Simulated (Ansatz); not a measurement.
# Al2Cu (Khatyrkite) (I4/mcm) in Ansatz: further runs

The runs below take Al2Cu (Khatyrkite) through relaxation of cell and atoms, with LDA, r2SCAN, PBE.

All numbers are computed with Ansatz 0.2.0; they aren't measurements. Logs are shortened: lines on timing, memory, paths and dates and some standing lists are left out, and cuts for length are marked.

## Step 1: The structure

Symmetry: I4/mcm, No. 140, tetragonal system. Conventional cell: a = 6.067 Å, b = 6.067 Å, c = 4.877 Å, α = 90.00°, β = 90.00°, γ = 90.00°. Cu (site symmetry 422) has 2 Cu at 2.44 Å and 8 Al at 2.59 Å as nearest neighbours. Al (site symmetry m2m) has 4 Cu at 2.59 Å and 3 Al at 2.71 to 2.90 Å as nearest neighbours.

## Step 2: Relaxation of cell and atoms, LDA

Input file input.yaml:

```yaml
crystal:
  lattice:
    - [-3.0335, 3.0335, 2.4385]
    - [3.0335, -3.0335, 2.4385]
    - [3.0335, 3.0335, -2.4385]
  atoms:
    - { symbol: Cu, position: [0.25, 0.25, 0.0] }
    - { symbol: Cu, position: [0.75, 0.75, 0.0] }
    - { symbol: Al, position: [0.3419, 0.1581, 0.5] }
    - { symbol: Al, position: [0.8419, 0.3419, 0.1838] }
    - { symbol: Al, position: [0.6581, 0.8419, 0.5] }
    - { symbol: Al, position: [0.1581, 0.6581, 0.8162] }
hamiltonian:
  xc: lda
  pseudopotentials: { kind: paw }
kpoints:
  mp_grid: { grid: [7, 7, 7] }
scf:
  occupations: { method: fermi_dirac, width: 0.05 }
output:
  forces: true
  stress: true
  eigenvalues: true
relax:
  f_tol: 0.01
  max_steps: 40
  cell: { stress_tol: 0.05 }
```

Potentials or basis: Ansatz PAW.

Run with:

```console
> ansatz run input.yaml --threads 2 --pin off --max-ram 5632MiB --backend cpu --events-out ev --progress --plain --runs-dir out
```

The log of the run:

```text
Warning: RAYON_NUM_THREADS=2 ignored (pool sized by the plan → 2); use --threads N
Engine: ansatz 0.2.0, x86_64-unknown-linux-gnu
Pseudopotentials: kind: paw
Pseudopotential: Cu, paw, valence charge 19, recommended cutoff 420 eV (normal), Cu.paw.azcp
Pseudopotential: Al, paw, valence charge 3, recommended cutoff 420 eV (normal), Al.paw.azcp
Functional definition: SPW92
  exchange = slater_x
  correlation = pw_c
Crystal: 6 atoms, lattice volume = 89.758 Å³
Basis set: ecut = 420 eV, 1729 PW (Γ)
Bands: 31, of which v1, the nominal top of the filled ones, is band 25 counted from 1 (24 counted from 0)
Symmetry: 16 space group operations
Space group: I4/mcm (ITA 140), of the structure as read, at distance tolerance 4.5e-5 Å
k-points: 40 of 343
Non-local potential: Cu, projectors of the file, l = 0: 3, l = 1: 2, l = 2: 3, l = 3: 1
Non-local potential: Al, projectors of the file, l = 0: 2, l = 1: 2, l = 2: 1
PAW form: soft (Blöchl's): semilocal exchange-correlation on the pseudo side does not see the compensation charge
PAW frozen core: Cu, regenerated for the run's functional, and the local potential with it (the file was generated under x = pbe(κ = 0.804, μ = 0.2195149727645171), c = pbe(β = 0.06672455060314922))
PAW frozen core: Al, regenerated for the run's functional, and the local potential with it (the file was generated under x = pbe(κ = 0.804, μ = 0.2195149727645171), c = pbe(β = 0.06672455060314922))
PAW one-centre angular grid: Cu, 590 points (default); XC on 64 Gauss nodes
PAW one-centre angular grid: Al, 110 points (default); XC on 64 Gauss nodes
Initial density: superposition of atomic densities (neutral atoms: chi_scale 0, normalization atom), corrected by the library's trained network
Initial wavefunctions: pseudopotential atomic-orbital guess
Functional: x = slater, c = lda
SCF iter   1: F=—  HF=-15163.988455 eV  |F-HF|=—  |Δ(HF+E_count)|=         —  Δρ=5.36e-3  dr2=2.62e-2  ethr=1.77e-3  ⟨swp⟩=8.1  Hψ=6282  notcnv=0  defer=5
preconditioner: auto → Kerker (q_TF=auto, 2.475 Å⁻¹)  [metal: Δε(μ)=0.163 eV  Ē_g=7.114 eV  σ=0.050 eV  W_gap=0.49  n_scr=16 (ndim 8)  ℏωp=22.9 eV  f_vac=0.000  D(μ)=1.08/eV (n_scr^D=4)]
SCF iter   2: F=—  HF=-15163.981313 eV  |F-HF|=—  |Δ(HF+E_count)|=   7.14e-3  Δρ=3.07e-3  dr2=1.72e-2  ethr=5.23e-5  ⟨swp⟩=2.0  Hψ=2286  notcnv=0  defer=24
SCF iter   3: F=—  HF=-15163.977933 eV  |F-HF|=—  |Δ(HF+E_count)|=   3.38e-3  Δρ=1.73e-3  dr2=3.71e-3  ethr=3.44e-5  ⟨swp⟩=1.2  Hψ=1219  notcnv=0  defer=24
SCF iter   4: F=—  HF=-15163.976701 eV  |F-HF|=—  |Δ(HF+E_count)|=   1.23e-3  Δρ=2.05e-4  dr2=3.10e-5  ethr=7.41e-6  ⟨swp⟩=2.0  Hψ=1878  notcnv=0  defer=24
SCF iter   5: F=—  HF=-15163.976675 eV  |F-HF|=—  |Δ(HF+E_count)|=   2.61e-5  Δρ=1.24e-4  dr2=1.01e-5  ethr=6.20e-8  ⟨swp⟩=2.0  Hψ=2218  notcnv=0  defer=24
SCF iter   6: F=—  HF=-15163.976673 eV  |F-HF|=—  |Δ(HF+E_count)|=   2.34e-6  Δρ=1.79e-5  dr2=2.34e-7  ethr=2.01e-8  ⟨swp⟩=2.1  Hψ=1749  notcnv=0  defer=24
SCF iter   7: F=-15163.976673 eV  HF=-15163.976673 eV  |F-HF|=2.44e-8  |Δ(HF+E_count)|=   5.65e-8  Δρ=8.45e-6  dr2=5.09e-8  ethr=2.00e-10  ⟨swp⟩=7.2  Hψ=5195  notcnv=0
SCF 1 converged in 7 iterations: F = -15163.976673 eV  dr2 = 5.09e-8
relax step   1: F+E_penalty+E_count = -15163.97667275 eV  Δ(F+E_penalty+E_count) = +0.000e0 eV  max|allowed force component| = 7.120e-2 eV/Å  Δτ_max = 0.0000 Å  P = -6.390 GPa  Ω = 89.758 Å³  (7 SCF iters, dr2 threshold 1.00e-7 eV, accepted)
Crystal: 6 atoms, lattice volume = 85.226 Å³
Basis set: ecut = 420 eV, 1653 PW (Γ)
Initial density: handed on by an earlier stage of this run
Initial wavefunctions: those handed on with the density
iter 1 solved again at ethr=5.59e-4 eV; its pass at ethr=3.10e-3 eV (dr2=2.80e-1 eV) is discarded
SCF iter   1: F=—  HF=-15164.133274 eV  |F-HF|=—  |Δ(HF+E_count)|=         —  Δρ=2.03e-2  dr2=2.83e-1  ethr=5.59e-4  ⟨swp⟩=1.2  Hψ=6638  notcnv=0
preconditioner: auto → none  [insulator: Δε(μ)=0.129 eV  Ē_g=7.230 eV  σ=0.050 eV  W_gap=0.52  n_scr=16 (ndim 8)  ℏωp=23.5 eV  f_vac=0.000  D(μ)=1.20/eV (n_scr^D=4)  ε∞_Penn≈11.5]
SCF iter   2: F=—  HF=-15164.092369 eV  |F-HF|=—  |Δ(HF+E_count)|=   4.09e-2  Δρ=2.65e-3  dr2=2.76e-3  ethr=5.59e-4  ⟨swp⟩=2.0  Hψ=2003  notcnv=0
SCF iter   3: F=—  HF=-15164.088771 eV  |F-HF|=—  |Δ(HF+E_count)|=   3.60e-3  Δρ=1.55e-3  dr2=1.79e-3  ethr=5.51e-6  ⟨swp⟩=2.0  Hψ=2759  notcnv=0  defer=23
SCF iter   4: F=—  HF=-15164.088437 eV  |F-HF|=—  |Δ(HF+E_count)|=   3.33e-4  Δρ=6.06e-4  dr2=3.39e-4  ethr=3.59e-6  ⟨swp⟩=1.6  Hψ=1315  notcnv=0  defer=23
SCF iter   5: F=—  HF=-15164.088389 eV  |F-HF|=—  |Δ(HF+E_count)|=   4.81e-5  Δρ=1.35e-4  dr2=1.46e-5  ethr=6.78e-7  ⟨swp⟩=2.1  Hψ=1568  notcnv=0  defer=23
SCF iter   6: F=-15164.088391 eV  HF=-15164.088391 eV  |F-HF|=4.41e-9  |Δ(HF+E_count)|=   2.38e-6  Δρ=1.24e-5  dr2=7.10e-8  ethr=1.20e-9  ⟨swp⟩=5.3  Hψ=5669  notcnv=0
SCF 2 converged in 6 iterations: F = -15164.088391 eV  dr2 = 7.10e-8
relax step   2: F+E_penalty+E_count = -15164.08839137 eV  Δ(F+E_penalty+E_count) = -1.117e-1 eV  max|allowed force component| = 8.666e-2 eV/Å  Δτ_max = 0.0039 Å  P = -1.294 GPa  Ω = 85.226 Å³  energy of the carried Pulay correction = +1.836e-3 eV  (6 SCF iters, dr2 threshold 6.00e-7 eV, accepted)
Crystal: 6 atoms, lattice volume = 84.172 Å³
Basis set: ecut = 420 eV, 1587 PW (Γ)
iter 1 solved again at ethr=2.76e-5 eV; its pass at ethr=3.10e-3 eV (dr2=1.38e-2 eV) is discarded
SCF iter   1: F=—  HF=-15164.098210 eV  |F-HF|=—  |Δ(HF+E_count)|=         —  Δρ=4.74e-3  dr2=1.40e-2  ethr=2.76e-5  ⟨swp⟩=1.3  Hψ=6089  notcnv=0
preconditioner: auto → Kerker (q_TF=auto, 2.501 Å⁻¹)  [metal: Δε(μ)=0.026 eV  Ē_g=7.433 eV  σ=0.050 eV  W_gap=0.13  n_scr=16 (ndim 8)  ℏωp=23.6 eV  f_vac=0.000  D(μ)=1.06/eV (n_scr^D=4)]
SCF iter   2: F=—  HF=-15164.096021 eV  |F-HF|=—  |Δ(HF+E_count)|=   2.19e-3  Δρ=7.53e-4  dr2=4.79e-4  ethr=2.76e-5  ⟨swp⟩=2.0  Hψ=1938  notcnv=0
SCF iter   3: F=—  HF=-15164.095672 eV  |F-HF|=—  |Δ(HF+E_count)|=   3.49e-4  Δρ=6.60e-4  dr2=4.22e-4  ethr=9.59e-7  ⟨swp⟩=2.1  Hψ=1949  notcnv=0
SCF iter   4: F=—  HF=-15164.095587 eV  |F-HF|=—  |Δ(HF+E_count)|=   8.49e-5  Δρ=1.88e-4  dr2=2.05e-5  ethr=8.43e-7  ⟨swp⟩=2.0  Hψ=1683  notcnv=0
SCF iter   5: F=—  HF=-15164.095594 eV  |F-HF|=—  |Δ(HF+E_count)|=   7.16e-6  Δρ=2.62e-5  dr2=9.93e-7  ethr=4.10e-8  ⟨swp⟩=2.1  Hψ=1860  notcnv=0
SCF iter   6: F=-15164.095594 eV  HF=-15164.095594 eV  |F-HF|=4.43e-8  |Δ(HF+E_count)|=   1.31e-7  Δρ=4.85e-6  dr2=4.13e-8  ethr=1.20e-9  ⟨swp⟩=5.2  Hψ=4730  notcnv=0
SCF 3 converged in 6 iterations: F = -15164.095594 eV  dr2 = 4.13e-8
relax step   3: F+E_penalty+E_count = -15164.09559368 eV  Δ(F+E_penalty+E_count) = -7.202e-3 eV  max|allowed force component| = 4.280e-3 eV/Å  Δτ_max = 0.0112 Å  P = +0.191 GPa  Ω = 84.172 Å³  energy of the carried Pulay correction = +2.277e-3 eV  (6 SCF iters, dr2 threshold 6.00e-7 eV, accepted)
Crystal: 6 atoms, lattice volume = 84.289 Å³
iter 1 solved again at ethr=3.45e-7 eV; its pass at ethr=3.10e-3 eV (dr2=1.72e-4 eV) is discarded
SCF iter   1: F=—  HF=-15164.095974 eV  |F-HF|=—  |Δ(HF+E_count)|=         —  Δρ=4.84e-4  dr2=1.72e-4  ethr=3.45e-7  ⟨swp⟩=2.1  Hψ=6256  notcnv=0
preconditioner: auto → Kerker (q_TF=auto, 2.501 Å⁻¹)  [metal: Δε(μ)=0.023 eV  Ē_g=7.463 eV  σ=0.050 eV  W_gap=0.12  n_scr=16 (ndim 8)  ℏωp=23.6 eV  f_vac=0.000  D(μ)=1.06/eV (n_scr^D=4)]
SCF iter   2: F=—  HF=-15164.095950 eV  |F-HF|=—  |Δ(HF+E_count)|=   2.32e-5  Δρ=9.95e-5  dr2=1.16e-5  ethr=3.44e-7  ⟨swp⟩=2.0  Hψ=1654  notcnv=0
SCF iter   3: F=—  HF=-15164.095946 eV  |F-HF|=—  |Δ(HF+E_count)|=   4.75e-6  Δρ=8.90e-5  dr2=1.01e-5  ethr=2.32e-8  ⟨swp⟩=2.1  Hψ=1888  notcnv=0
iter 4 did not close the SCF: its close was put off for the readings that it lacked (scf_convergence_deferred on its scf_iter line)
SCF iter   4: F=-15164.095944 eV  HF=-15164.095944 eV  |F-HF|=1.63e-7  |Δ(HF+E_count)|=   1.60e-6  Δρ=2.69e-5  dr2=5.66e-7  ethr=2.02e-8  ⟨swp⟩=2.3  Hψ=1725  notcnv=0
iter 5 did not close the SCF: its close was put off for the readings that it lacked (scf_convergence_deferred on its scf_iter line)
SCF iter   5: F=-15164.095944 eV  HF=-15164.095944 eV  |F-HF|=5.12e-9  |Δ(HF+E_count)|=   3.95e-8  Δρ=4.34e-6  dr2=1.48e-8  ethr=1.13e-9  ⟨swp⟩=2.6  Hψ=1885  notcnv=0
SCF iter   6: F=-15164.095944 eV  HF=-15164.095944 eV  |F-HF|=8.13e-10  |Δ(HF+E_count)|=   9.86e-9  Δρ=7.81e-7  dr2=6.80e-10  ethr=2.96e-11  ⟨swp⟩=1.8  Hψ=3437  notcnv=0
SCF 4 converged in 6 iterations: F = -15164.095944 eV  dr2 = 6.80e-10
relax step   4: F+E_penalty+E_count = -15164.09594403 eV  Δ(F+E_penalty+E_count) = -3.503e-4 eV  max|allowed force component| = 2.760e-3 eV/Å  Δτ_max = 0.0015 Å  P = +0.029 GPa  Ω = 84.289 Å³  energy of the carried Pulay correction = +2.228e-3 eV  (6 SCF iters, dr2 threshold 6.00e-7 eV, accepted)
Initial wavefunctions: pseudopotential atomic-orbital guess (no wavefunctions were taken with the density)
iter 1 solved again at ethr=5.87e-7 eV; its pass at ethr=3.10e-3 eV (dr2=2.93e-4 eV) is discarded
SCF iter   1: F=—  HF=-15164.094184 eV  |F-HF|=—  |Δ(HF+E_count)|=         —  Δρ=8.79e-5  dr2=8.39e-7  ethr=5.87e-7  ⟨swp⟩=2.5  Hψ=8654  notcnv=0
preconditioner: auto → Kerker (q_TF=auto, 2.501 Å⁻¹)  [metal: Δε(μ)=0.026 eV  Ē_g=7.459 eV  σ=0.050 eV  W_gap=0.13  n_scr=16 (ndim 8)  ℏωp=23.6 eV  f_vac=0.000  D(μ)=1.06/eV (n_scr^D=4)]
SCF iter   2: F=—  HF=-15164.094181 eV  |F-HF|=—  |Δ(HF+E_count)|=   3.10e-6  Δρ=4.53e-5  dr2=2.17e-7  ethr=1.68e-9  ⟨swp⟩=2.0  Hψ=1739  notcnv=0
SCF iter   3: F=—  HF=-15164.094181 eV  |F-HF|=—  |Δ(HF+E_count)|=   1.01e-7  Δρ=3.68e-6  dr2=4.61e-9  ethr=4.33e-10  ⟨swp⟩=1.2  Hψ=1380  notcnv=0
SCF iter   4: F=—  HF=-15164.094181 eV  |F-HF|=—  |Δ(HF+E_count)|=   1.74e-9  Δρ=1.18e-6  dr2=7.19e-10  ethr=9.22e-12  ⟨swp⟩=2.0  Hψ=2213  notcnv=0
SCF iter   5: F=—  HF=-15164.094181 eV  |F-HF|=—  |Δ(HF+E_count)|=  5.89e-10  Δρ=5.76e-7  dr2=2.22e-10  ethr=1.44e-12  ⟨swp⟩=2.0  Hψ=1726  notcnv=0
SCF iter   6: F=-15164.094181 eV  HF=-15164.094181 eV  |F-HF|=0.00e0  |Δ(HF+E_count)|=  3.27e-11  Δρ=4.07e-8  dr2=1.20e-12  ethr=1.00e-12  ⟨swp⟩=3.1  Hψ=4378  notcnv=0
SCF 5 converged in 6 iterations: F = -15164.094181 eV  dr2 = 1.20e-12
relax step   5: F+E_penalty+E_count = -15164.09418132 eV  Δ(F+E_penalty+E_count) = +1.763e-3 eV  max|allowed force component| = 2.698e-3 eV/Å  Δτ_max = 0.0000 Å  P = +0.005 GPa  Ω = 84.289 Å³  stress off target by 2.78e-2 GPa  SCF on the basis re-selected at this cell (its energy is not comparable with the rows above)  (6 SCF iters)
basis re-selected at this cell: Δ(F+E_penalty+E_count) = +1.763e-3 eV, ΔP = -0.024 GPa vs the last step (what re-selecting the basis moved, of the pressure what is left beyond the Pulay correction that the steps carried, after the strain that the cell walked since its last selection, with what the two solves' SCF thresholds leave and, on support functions, any second-order correction that the steps lacked; it is no measure of the basis error at this ecutwfc). This SCF's stress stands 2.78e-2 GPa from its target on what of the cell is left free (relax.cell.stress_tol is 5.00e-2 GPa) and its largest allowed force component is 2.70e-3 eV/Å (relax.f_tol is 1.00e-2 eV/Å): within both
SCF converged after 6 iterations
Free energy (F): -15164.094181 eV
Harris-Foulkes:  -15164.094181 eV  (|F-HF|=0.00e0)
Internal energy: -15164.084565 eV  (E = F + TS)
E sigma→0 (E₀):  -15164.089373 eV
Entropy (-TS):   -0.009617 eV (-1.603 meV/atom)
Fermi energy:    11.007040 eV
--- Per-component energies (eV) ---
  E_band       = -907.535621
  E_kinetic    = 697.917901
  E_local      = -12298.956168  (includes V_loc(G=0)·N_el)
  E_nonlocal   = 820.963231
  E_hartree    = 5564.901135
  E_xc         = -340.494625
  E_vxc        = -354.798744  (∫ρ·V_xc dr)
  E_paw        = -4949.953902  (= ΣΔE_a)
  E_vpaw       = -902.464670  (= ΣTr[D̂ρ^β])
  E_aug_tail   = 0.000452  (compensation charges beyond the density's cutoff)
  E_ewald      = -4659.584775
  E_core_change = 1.122186  (= ΣΔE_core)
  E_smearing   = -0.009617  (= −TS)
  E_closure    = 0.000000  (closes the sum)
  Σ components = -15164.094181   (vs F -15164.094181, Δ=0.00e0)
--- Forces (eV/Å), atoms counted from 1 ---
  atom   1  Cu    -0.00000000     0.00000000     0.00000000
  atom   2  Cu    -0.00000000     0.00000000     0.00000000
  atom   3  Al     0.00269778    -0.00269778     0.00000000
  atom   4  Al    -0.00269778    -0.00269778     0.00000000
  atom   5  Al    -0.00269778     0.00269778     0.00000000
  atom   6  Al     0.00269778     0.00269778     0.00000000
  max |Σ_I F_I| component: 1.04e-17 eV/Å
--- Stress (GPa, compression-positive) ---
        0.021269       0.000000       0.000000
        0.000000       0.021269       0.000000
        0.000000       0.000000      -0.027820
  P = ⅓ Tr σ = 0.0049 GPa (0.049 kbar)
--- Band table (eV; the first three rows and the last of 40) ---
  k-point 0: bands = ["-102.1876", "-102.1758", "-60.0113", "-60.0113", "-60.0014", "-60.0001", "-60.0001", "-59.8807", "-0.2578", "5.2782", "5.4558", "5.4558", "5.4589", "6.4393", "6.5839", "6.8988", "7.2314", "7.5177", "7.5177", "7.8459", "7.8459", "8.8752", "9.3948", "9.6053", "9.6053", "10.0676", "10.7052", "10.9877", "12.5013", "12.5013", "12.5630"]
  k-point 1: bands = ["-102.1876", "-102.1758", "-60.0113", "-60.0113", "-60.0014", "-60.0001", "-60.0001", "-59.8807", "-0.0842", "4.9830", "5.4184", "5.4440", "5.5103", "6.3515", "6.6144", "6.8135", "6.8562", "7.0927", "7.5162", "7.5177", "8.0767", "9.0419", "9.0820", "9.4448", "9.8000", "10.2423", "11.4036", "11.7892", "12.9098", "12.9720", "13.0688"]
  k-point 2: bands = ["-102.1876", "-102.1758", "-60.0114", "-60.0113", "-60.0014", "-60.0001", "-60.0001", "-59.8807", "0.4323", "3.8121", "5.3366", "5.5149", "5.6515", "6.2037", "6.4223", "6.5085", "6.6980", "7.0099", "7.5128", "7.5178", "8.3981", "8.4278", "8.6568", "9.5617", "10.0762", "10.0921", "12.7688", "13.0251", "13.2773", "13.9402", "14.1311"]
  k-point 39: bands = ["-102.1876", "-102.1758", "-60.0114", "-60.0114", "-60.0015", "-60.0001", "-60.0001", "-59.8807", "2.7557", "3.7368", "3.9418", "4.7618", "5.3733", "5.6680", "5.7609", "6.2866", "6.3700", "6.5365", "6.5424", "6.8729", "7.4941", "7.5103", "7.5103", "9.0185", "12.9896", "13.1211", "13.5720", "14.5992", "15.3529", "16.3534", "16.5418"]
--- Relaxed structure (4 steps of the walk, 4 accepted, 1 SCFs on fresh bases) ---
  F+E_penalty+E_count = -15164.09418132 eV   max|allowed force component| = 2.698e-3 eV/Å   (the final SCF, on the basis selected at the relaxed cell)
  cell:  # Å, volume = 84.2886 Å³
    - [-2.9676292248852425, 2.9676292248852425, 2.392708634982656]
    - [2.9676292248852425, -2.9676292248852425, 2.392708634982656]
    - [2.9676292248852425, 2.9676292248852425, -2.392708634982656]
  atoms:
    - { symbol: Cu, position: [0.25, 0.25, -1.3105020490457168e-19] }
    - { symbol: Cu, position: [0.75, 0.75, -1.3105020490457173e-19] }
    - { symbol: Al, position: [0.3408753501564374, 0.1591246498435627, 0.5000000000000001] }
    - { symbol: Al, position: [0.8408753501564374, 0.34087535015643733, 0.18175070031287469] }
    - { symbol: Al, position: [0.6591246498435626, 0.8408753501564372, 0.5000000000000001] }
    - { symbol: Al, position: [0.1591246498435627, 0.6591246498435627, 0.8182492996871253] }
```

It took 7.8 s on 2 threads of Intel Xeon 6975P-C (Granite Rapids), shared host; peak memory 0.45 GiB.

What came out:

```yaml
Free_energy: -15164.0942 eV
Relaxed_volume: 14.05 Å³/atom
Relaxed_cell: a = 4.831 Å, b = 4.831 Å, c = 4.831 Å, α = 104.20°, β = 104.20°, γ = 120.62°
Space_group_after_relaxing_to_0.05_Å: I4/mcm (No. 140)
Energy_gained_by_relaxing: 19.6 meV/atom
Ionic_steps: 5
Pressure_after_relaxing: 0.0 GPa
Largest_force_after_relaxing: 0.004 eV/Å
Band_gap_on_the_k_mesh: none (metal or under the smearing width)
```

Forces on the atoms (eV/Å):
```
Cu   0.000  0.000  0.000
Cu   0.000  0.000  0.000
Al   0.003 -0.003  0.000
Al  -0.003 -0.003  0.000
Al  -0.003  0.003  0.000
Al   0.003  0.003  0.000
```

Step by step:
```csv
step,energy change (eV),largest force (eV/Å),volume (Å³)
1,0.0000,0.1007,89.76
2,-0.1117,0.1226,85.23
3,-0.1189,0.0061,84.17
4,-0.1193,0.0039,84.29
5,-0.1175,0.0038,84.29
```

Final structure:
```cif
data_structure
_symmetry_space_group_name_H-M 'P 1'
_symmetry_Int_Tables_number 1
_cell_length_a 4.8310
_cell_length_b 4.8310
_cell_length_c 4.8310
_cell_angle_alpha 104.200
_cell_angle_beta 104.200
_cell_angle_gamma 120.623
_cell_volume 84.29
loop_
_atom_site_label
_atom_site_type_symbol
_atom_site_fract_x
_atom_site_fract_y
_atom_site_fract_z
_atom_site_occupancy
Cu1 Cu 0.25000 0.25000 0.00000 1
Cu2 Cu 0.75000 0.75000 0.00000 1
Al1 Al 0.34088 0.15912 0.50000 1
Al2 Al 0.84088 0.34088 0.18175 1
Al3 Al 0.65912 0.84088 0.50000 1
Al4 Al 0.15912 0.65912 0.81825 1
```

Caveat: the plane-wave basis is chosen anew once the cell has moved, so the energies of steps on either side of that aren't comparable; the PAW data sets come from PBE, with cores solved anew for the run's functional, which leaves a small shift of forces and pressure. Zero-point motion and thermal expansion aren't in these numbers.

## Step 3: Relaxation of cell and atoms, r2SCAN

input.yaml: that of step 2 with these lines changed.

```diff
@@ -13,3 +13,3 @@
 hamiltonian:
-  xc: lda
+  xc: r2scan
   pseudopotentials: { kind: paw }
```

Potentials or basis: Ansatz PAW.

Run with:

```console
> ansatz run input.yaml --threads 2 --pin off --max-ram 5632MiB --backend cpu --events-out ev --progress --plain --runs-dir out
```

It took 17 s on 2 threads of Intel Xeon 6975P-C (Granite Rapids), shared host; peak memory 0.69 GiB.

The run converged. Its results:

| Property | Result |
| --- | --- |
| Free energy | -15425.0844 eV |
| Relaxed volume | 14.41 Å³/atom |
| Relaxed cell | a = 4.873 Å, b = 4.873 Å, c = 4.873 Å, α = 104.17°, β = 104.17°, γ = 120.70° |
| Space group after relaxing (to 0.05 Å) | I4/mcm (No. 140) |
| Energy gained by relaxing | 7.2 meV/atom |
| Ionic steps | 5 |
| Pressure after relaxing | 0.0 GPa |
| Band gap on the k mesh | none (metal or under the smearing width) |

Step by step:
```
step  energy change (eV)  largest force (eV/Å)  volume (Å³)
   1              0.0000                0.0867        89.76
   2             -0.0410                0.0753        87.00
   3             -0.0433                0.0012        86.45
   4             -0.0434                0.0014        86.48
   5             -0.0429                0.0015        86.48
```

Final structure:
```xyz
6
Lattice="-2.9947 2.9947 2.4108 2.9947 -2.9947 2.4108 2.9947 2.9947 -2.4108" Properties=species:S:1:pos:R:3 pbc="T T T"
Cu    0.0000    0.0000    1.2054
Cu    0.0000    0.0000    3.6162
Al    0.9530    2.0418    0.0000
Al   -0.9530    2.0418    2.4108
Al    2.0418    0.9530    2.4108
Al    3.9477    0.9530    0.0000
```

Levels at points of the mesh, in eV from the Fermi level:
```csv
k point,band 22,band 23,band 24,band 25,band 26,band 27,band 28,band 29
"(0.00, 0.00, 0.00)",-2.22,-1.68,-1.52,-1.52,-1.06,-0.14,-0.07,1.63
```

Caveat: the plane-wave basis is chosen anew once the cell has moved, so the energies of steps on either side of that aren't comparable; the PAW data sets come from PBE, with cores solved anew for the run's functional, which leaves a small shift of forces and pressure.

(Part 1 of 2 ends here.)
